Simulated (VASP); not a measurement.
# Si (Fd-3m) in VASP: a series of runs

Runs on Si. Level: PBE. Tasks: relaxation of cell and atoms.

All numbers are computed with VASP 6.6.1; they aren't measurements. Logs are shortened: lines on timing, memory, paths and dates and some standing lists are left out, and cuts for length are marked.

## Step 1: The crystal as given

The structure is cubic, space group Fd-3m (No. 227). Conventional cell: a = 5.427 Å, b = 5.427 Å, c = 5.427 Å, α = 90.00°, β = 90.00°, γ = 90.00°. Si (site symmetry -43m) has 4 Si at 2.35 Å as nearest neighbours.

## Step 2: Relaxation of cell and atoms, PBE

Contents of INCAR:

```
SYSTEM = Si
PREC     = Accurate       ! precision mode
ENCUT    = 600            ! plane-wave cutoff, eV
EDIFF    = 1E-6           ! SCF threshold, eV
ISMEAR   = 0              ! smearing method
SIGMA    = 0.03           ! smearing width, eV
LREAL    = .FALSE.        ! projectors in reciprocal space
LASPH    = .TRUE.         ! aspherical terms in the spheres
NELM     = 80             ! most SCF steps
ALGO     = Normal         ! electronic algorithm
ISIF     = 3              ! what is computed and relaxed
LWAVE    = .FALSE.        ! write WAVECAR
LCHARG   = .FALSE.        ! write CHGCAR
GGA      = PE             ! functional
IBRION   = 2              ! ionic algorithm
NSW      = 90             ! ionic steps
EDIFFG   = -0.01          ! ionic threshold
KPAR     = 2
```

Contents of KPOINTS:

```
regular mesh
0
G
  10 10 10
  0 0 0
```

Contents of POSCAR:

```
Si
1.0
    0.0000000000      2.7135600000      2.7135600000
    2.7135600000      0.0000000000      2.7135600000
    2.7135600000      2.7135600000      0.0000000000
Si
2
Direct
    0.7500000000      0.7500000000      0.7500000000
    0.5000000000      0.5000000000      0.5000000000
```

Potentials or basis: VASP PAW PBE potentials, release 64 (Si).

The run is started by

```console
> cat potpaw_PBE.64/Si/POTCAR > POTCAR
> mpirun -np 2 vasp_std > vasp.out
```

OUTCAR:

```text
SYSTEM = Si
   PREC = Accurate
   ENCUT = 600
   EDIFF = 1E-6
   ISMEAR = 0
   LREAL = .FALSE.
   LASPH = .TRUE.
   NELM = 80
   ISIF = 3
   GGA = PE
   IBRION = 2
   NSW = 90
   EDIFFG = -0.01

 ion  position               nearest neighbor table
   1  0.750  0.750  0.750-   2 2.35   2 2.35   2 2.35   2 2.35
   2  0.500  0.500  0.500-   1 2.35   1 2.35   1 2.35   1 2.35

  LATTYP: Found a face centered cubic cell.
 ALAT       =     5.4271200000

  Lattice vectors:

 A1 = (   0.0000000000,   2.7135600000,   2.7135600000)
 A2 = (   2.7135600000,   0.0000000000,   2.7135600000)
 A3 = (   2.7135600000,   2.7135600000,   0.0000000000)

Analysis of symmetry for initial positions (statically):
=====================================================================
 Subroutine PRICEL returns:
 Original cell was already a primitive cell.

 Routine SETGRP: Setting up the symmetry group for a
 face centered cubic supercell.

 Subroutine GETGRP returns: Found 48 space group operations
 (whereof 24 operations were pure point group operations)
 out of a pool of 48 trial point group operations.

The static configuration has the point symmetry T_d .
 The point group associated with its full space group is O_h .

Analysis of symmetry for dynamics (positions and initial velocities):
=====================================================================
 Subroutine PRICEL returns:
 Original cell was already a primitive cell.

 Routine SETGRP: Setting up the symmetry group for a
 face centered cubic supercell.

 Subroutine GETGRP returns: Found 48 space group operations
 (whereof 24 operations were pure point group operations)
 out of a pool of 48 trial point group operations.

The dynamic configuration has the point symmetry T_d .
 The point group associated with its full space group is O_h .

 Subroutine INISYM returns: Found 48 space group operations
 (whereof 24 operations are pure point group operations),
 and found     1 'primitive' translations

----------------------------------------------------------------------------------------

                                     Primitive cell

  volume of cell :      39.9621

  direct lattice vectors                    reciprocal lattice vectors
     0.000000000  2.713560000  2.713560000    -0.184259792  0.184259792  0.184259792
     2.713560000  0.000000000  2.713560000     0.184259792 -0.184259792  0.184259792
     2.713560000  2.713560000  0.000000000     0.184259792  0.184259792 -0.184259792

  length of vectors
     3.837553354  3.837553354  3.837553354     0.319147321  0.319147321  0.319147321

  position of ions in fractional coordinates (direct lattice)
     0.750000000  0.750000000  0.750000000
     0.500000000  0.500000000  0.500000000

  ion indices of the primitive-cell ions
   primitive index   ion index
                 1           1
                 2           2

----------------------------------------------------------------------------------------

 KPOINTS: regular mesh

Automatic generation of k-mesh.
 Grid dimensions read from file:
 generate k-points for:   10   10   10

 Generating k-lattice:

  Cartesian coordinates                     Fractional coordinates (reciprocal lattice)
    -0.018425979  0.018425979  0.018425979     0.100000000  0.000000000  0.000000000
     0.018425979 -0.018425979  0.018425979     0.000000000  0.100000000  0.000000000
     0.018425979  0.018425979 -0.018425979     0.000000000  0.000000000  0.100000000

  Length of vectors
     0.031914732  0.031914732  0.031914732

  Shift w.r.t. Gamma in fractional coordinates (k-lattice)
     0.000000000  0.000000000  0.000000000

 Subroutine IBZKPT returns following result:
 ===========================================

 Found     47 irreducible k-points:

 Following reciprocal coordinates:
            Coordinates               Weight
  0.000000  0.000000  0.000000      1.000000
  0.100000  0.000000  0.000000      8.000000
  0.200000  0.000000  0.000000      8.000000
  0.300000  0.000000  0.000000      8.000000
  0.400000  0.000000  0.000000      8.000000
  0.500000  0.000000  0.000000      4.000000
[... 16 lines left out ...]
  0.300000  0.300000  0.000000      6.000000
  0.400000  0.300000  0.000000     24.000000
 [... further k-points ...]
   k-points           NKPTS =     47   k-points in BZ     NKDIM =     47   number of bands    NBANDS=      8
   number of dos      NEDOS =    301   number of ions     NIONS =      2
   total plane-waves  NPLWV =  32768
   dimension x,y,z NGX =    32 NGY =   32 NGZ =   32
   dimension x,y,z NGXF=    64 NGYF=   64 NGZF=   64
   ions per type =               2
   NGX,Y,Z   is equivalent  to a cutoff of  13.86, 13.86, 13.86 a.u.
   NGXF,Y,Z  is equivalent  to a cutoff of  27.73, 27.73, 27.73 a.u.
 SYSTEM =  Si
   PREC   = accura    normal or accurate (medium, high low for compatibility)
   ISTART =      0    job   : 0-new  1-cont  2-samecut
   ICHARG =      2    charge: 1-file 2-atom 10-const
   ISPIN  =      1    spin polarized calculation?
   LNONCOLLINEAR =      F non collinear calculations
   LSORBIT =      F    spin-orbit coupling
   LASPH  =      T    aspherical Exc in radial PAW
   ENCUT  =  600.0 eV  44.10 Ry    6.64 a.u.   7.66  7.66  7.66*2*pi/ulx,y,z
   NELM   =     80;   NELMIN=  2; NELMDL= -5     # of ELM steps
   EDIFF  = 0.1E-05   stopping-criterion for ELM
   LREAL  =      F    real-space projection
   EDIFFG = -.1E-01   stopping-criterion for IOM
   NSW    =     90    number of steps for IOM
   IBRION =      2    ionic relax: 0-MD 1-quasi-New 2-CG
   NFREE  =      1    steps in history (QN), initial steepest desc. (CG)
   ISIF   =      3    stress and relaxation
   ISYM   =      2    0-nonsym 1-usesym 2-fastsym
   POTIM  = 0.5000    time-step for ionic-motion
   TEBEG  =    0.0;   TEEND  =   0.0 temperature during run
   PSTRESS=    0.0 pullay stress
   NELECT =       8.0000    total number of electrons
   NUPDOWN=      -1.0000    fix difference up-down
   EMIN   =  10.00;   EMAX   =-10.00  energy-range for DOS
   EFERMI =   0.00;   METHOD = LEGACY
   ISMEAR =     0;   SIGMA  =   0.03  broadening in eV -4-tet -1-fermi 0-gaus
   EFERMI_NEDOS =   21; number of points for ismear=-14 and -15
   IALGO  =     38    algorithm
   IMIX   =      4    mixing-type and parameters
     AMIX     =   0.40;   BMIX     =  1.00
     AMIX_MAG =   1.60;   BMIX_MAG =  1.00
  volume/ion in A,a.u.               =      19.98       134.84
  Fermi-wavevector in a.u.,A,eV,Ry     =   0.957684  1.809760 12.478691  0.917158
  Thomas-Fermi vector in A             =   2.086724
   LORBIT       =      0    0 simple, 1 ext, 2 COOP (PROOUT), +10 PAW based schemes
   GGA     = PE    functional components
   LHFCALC =     F    Hartree Fock is set to
   AEXX    =    0.0000 exact exchange contribution
   IVDW    =     0    specifies the selected vdW correction
   LEPSILON=     F    determine dielectric tensor
   LRPA    =     F    only Hartree local field effects (RPA)
 conjugate gradient relaxation of ions
 non-spin polarized calculation
 Gauss-broadening in eV      SIGMA  =   0.03
  energy-cutoff  :      600.00
  volume of cell :       39.96
 maximum number of plane-waves:      1363
   NGX = 15   NGY = 15   NGZ = 15

--------------------------------------- Ionic step        1  -------------------------------------------

 number of electron       7.9999999 magnetization

 Free energy of the ion-electron system (eV)
  ---------------------------------------------------
  ext. energy  EPLUGINS =         0.00000000
  ---------------------------------------------------
  free energy    TOTEN  =       -10.84325918 eV

  energy without entropy =      -10.84325918  energy(sigma->0) =      -10.84325918

------------------------ aborting loop because EDIFF is reached ----------------------------------------

  FORCE on cell =-STRESS in cart. coord.  units (eV):
  Direction    XX          YY          ZZ          XY          YZ          ZX
  --------------------------------------------------------------------------------------
  -------------------------------------------------------------------------------------
  Total        0.5353272      0.5353272      0.5353272     -0.0000000      0.0000000     -0.0000000
  in kB       21.4625645     21.4625645     21.4625645     -0.0000000      0.0000000     -0.0000000
  external PRESSURE =      21.4625645 kB  Pullay stress =       0.0000000 kB
[... 57 lines left out ...]
  energy  without entropy=      -10.8465565009  energy(sigma->0) =      -10.84655650

--------------------------------------- Ionic step        3  -------------------------------------------

 number of electron       8.0000000 magnetization

 Free energy of the ion-electron system (eV)
  ---------------------------------------------------
  ext. energy  EPLUGINS =         0.00000000
  ---------------------------------------------------
  free energy    TOTEN  =       -10.84929698 eV

  energy without entropy =      -10.84929698  energy(sigma->0) =      -10.84929698

 E-fermi :   5.7959     XC(G=0):  -9.3273

 val. band max:        5.6169485903   @ k =   0.0000   0.0000   0.0000
 cond. band min:       6.2348165242   @ k =   0.4000   0.4000   0.0000
 fundamental gap:      0.6178679339
 Fermi energy:         5.7958820982

 k-point     1 :       0.0000    0.0000    0.0000
  band No.  band energies     occupation
      1      -6.1982      2.00000
      2       5.6169      2.00000
      3       5.6169      2.00000
      4       5.6169      2.00000
      5       8.1738      0.00000
      6       8.1738      0.00000
      7       8.1738      0.00000
      8       8.7518      0.00000
[... 243 lines left out ...]
 k-point    24 :       0.4000    0.3000    0.0000
  band No.  band energies     occupation
      1      -4.0754      2.00000
      2       0.2243      2.00000
      3       2.8233      2.00000
      4       3.2330      2.00000
      5       6.6939      0.00000
      6       7.8827      0.00000
      7      12.4726      0.00000
      8      12.6130      0.00000

 [... further k-points ...]
[... 5 lines left out ...]
  --------------------------------------------------------------------------------------
  -------------------------------------------------------------------------------------
  Total        0.0013438      0.0013438      0.0013438     -0.0000000      0.0000000      0.0000000
  in kB        0.0526599      0.0526599      0.0526599     -0.0000000      0.0000000      0.0000000
  external PRESSURE =       0.0526599 kB  Pullay stress =       0.0000000 kB
[... 17 lines left out ...]
  FREE ENERGIE OF THE ION-ELECTRON SYSTEM (eV)
  ---------------------------------------------------
  free  energy   TOTEN  =       -10.8492969768 eV

  energy  without entropy=      -10.8492969768  energy(sigma->0) =      -10.84929698

 reached required accuracy - stopping structural energy minimisation
```

It took 6.9 s on 2 MPI ranks of Intel Xeon 6975P-C (Granite Rapids), shared host; peak memory 0.16 GiB.

Results:

| Item | Value |
| --- | --- |
| Free energy | -10.8493 eV |
| Relaxed volume | 20.44 Å³/atom |
| Relaxed cell | a = 3.867 Å, b = 3.867 Å, c = 3.867 Å, α = 60.00°, β = 60.00°, γ = 60.00° |
| Space group after relaxing (to 0.05 Å) | Fd-3m (No. 227) |
| Energy gained by relaxing | 3.0 meV/atom |
| Ionic steps | 3 |
| Pressure after relaxing | 0.0 GPa |
| Band gap on the k mesh | 0.62 eV, indirect (least direct gap 2.56 eV) |

Step by step:
| step | energy change (eV) | largest force (eV/Å) | pressure (GPa) | volume (Å³) |
| --- | --- | --- | --- | --- |
| 1 | 0.0000 | 0.0000 | 2.15 | 39.96 |
| 2 | -0.0033 | 0.0000 | -1.34 | 41.53 |
| 3 | -0.0060 | 0.0000 | 0.01 | 40.89 |

Final structure:
```cif
data_structure
_symmetry_space_group_name_H-M 'P 1'
_symmetry_Int_Tables_number 1
_cell_length_a 3.8669
_cell_length_b 3.8669
_cell_length_c 3.8669
_cell_angle_alpha 60.000
_cell_angle_beta 60.000
_cell_angle_gamma 60.000
_cell_volume 40.89
loop_
_atom_site_label
_atom_site_type_symbol
_atom_site_fract_x
_atom_site_fract_y
_atom_site_fract_z
_atom_site_occupancy
Si1 Si 0.75000 0.75000 0.75000 1
Si2 Si 0.50000 0.50000 0.50000 1
```

(Part 1 of 2 ends here.)
